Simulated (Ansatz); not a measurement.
Runs of Ansatz 0.2.0 on BN. Symmetry: P6_3mc, No. 186, hexagonal system. The conventional cell has a = 2.554 Å, b = 2.554 Å, c = 4.227 Å, α = 90.00°, β = 90.00°, γ = 120.00°. Around N (site symmetry 3m) lie 4 B at 1.57 to 1.58 Å. B (site symmetry 3m) is surrounded by 4 N at 1.57 to 1.58 Å. Measurements of this composition are mostly on another form, of space group No. 194.

| screening (1/Å) | gap on the mesh (eV) | pressure (GPa) | largest force (eV/Å) |
| --- | --- | --- | --- |
| 0.6 | 5.81 | (b) | 0.04 |
| 0.4 | (c) | (a) | 0.04 |
| 0.2 | 6.56 | -9.1 | 0.04 |
| 0.3 | 6.30 | -8.8 | 0.04 |
| 0.1 | 6.89 | -9.3 | 0.04 |
| 0.15 | 6.71 | -9.3 | 0.04 |

Alike in all rows: task single point; level HSE06 form with a typed share of exact exchange; potentials or basis Ansatz PAW; no spin polarisation; cell as given; k mesh 6 × 6 × 3; cutoff (eV) 420; smearing fermi-dirac 0.05 eV; the mesh is coarse, so values aren't converged.

Question: Estimate the missing entries.

Answer: (a) -8.3; (b) -7.1; (c) 6.09.

Caveats: all runs use coarse meshes; odd divisions of the mesh miss points on the zone boundary, where band edges often lie, so the gap on the mesh can be too wide; the PAW data sets come from PBE, with cores solved anew for the run's functional, which leaves a small shift of forces and pressure; the thresholds are loose for stress.

A k mesh can miss the band edges.
